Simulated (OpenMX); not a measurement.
## Li2O: equation of state with LDA

Li2O:

```
O Li
1.0
     0.00000    2.32685    2.32685
     2.32685    0.00000    2.32685
     2.32685    2.32685    0.00000
O Li
1 2
Direct
  0.00000 0.00000 0.00000
  0.25000 0.25000 0.25000
  0.75000 0.75000 0.75000
```

The cell comes from a database or a generator and needn't be the stable form of this composition.

```json
{"Program": "OpenMX 3.8.5", "Task": "equation of state", "Functional": "LDA", "Potentials or basis": "OpenMX 2013 LDA set, O6.0-s2p2d1, Li8.0-s3p2, fixed grid of 32 × 32 × 32 points", "k mesh": "11 × 11 × 11", "Occupations": "fermi-dirac, width 0.05 eV", "Spin": "no spin polarisation", "Mixing scheme": "rmm-diisk", "SCF threshold": "1e-08 Ha", "Solver": "band", "Grid points, held for all volumes": "32 × 32 × 32"}
```

```yaml
Equilibrium_volume: "7.72 Å³/atom (rough: see the caveat)"
Bulk_modulus: 84 GPa (rough)
```

Energy against volume, from the lowest point:
```csv
volume (Å³/atom),energy (meV/atom)
7.895,0.00
8.063,2.87
8.231,7.49
8.399,13.63
8.567,21.33
8.735,30.50
8.903,40.88
```

Caveat: the fit is doubtful: noisy points or a state that changes with volume; the minimum lies outside the volumes run; volumes in these bases differ from converged ones by about 1 %, for some elements by several; the basis of atomic orbitals isn't converged, which shifts pressures, moduli and gaps.
